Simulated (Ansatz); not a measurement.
`FC(F)F` and `[F][GeH]([F])[F]` differ in one element.

Ansatz, PBE0-D4/def2-TZVP geometries, multiplicity 1. 

Scalar relativity is left out up to krypton.

```csv
property,`FC(F)F`
HOMO energy (PBE0/def2-TZVPP) / eV,-11.34
HOMO–LUMO gap (PBE/def2-TZVPP) / eV,10.56
HOMO–LUMO gap (ωB97M-V/def2-TZVPP) / eV,17.25
LUMO energy (PBE0/def2-TZVPP) / eV,1.97
LUMO energy (PBE/def2-TZVPP) / eV,1.14
LUMO energy (ωB97M-V/def2-TZVPP) / eV,3.45
```

(1) Give the same properties after the change, and the shifts. (An estimate is asked.)

Results:

(1) Computed: 
```csv
property,`[F][GeH]([F])[F]`,shift
HOMO energy (PBE0/def2-TZVPP) / eV,-11.35,-0.01
HOMO–LUMO gap (PBE/def2-TZVPP) / eV,8.00,-2.56
HOMO–LUMO gap (ωB97M-V/def2-TZVPP) / eV,15.31,-1.94
LUMO energy (PBE0/def2-TZVPP) / eV,-0.46,-2.43
LUMO energy (PBE/def2-TZVPP) / eV,-1.58,-2.72
LUMO energy (ωB97M-V/def2-TZVPP) / eV,1.62,-1.83
```

Positive LUMOs are unbound, so they and the gaps depend on the basis.
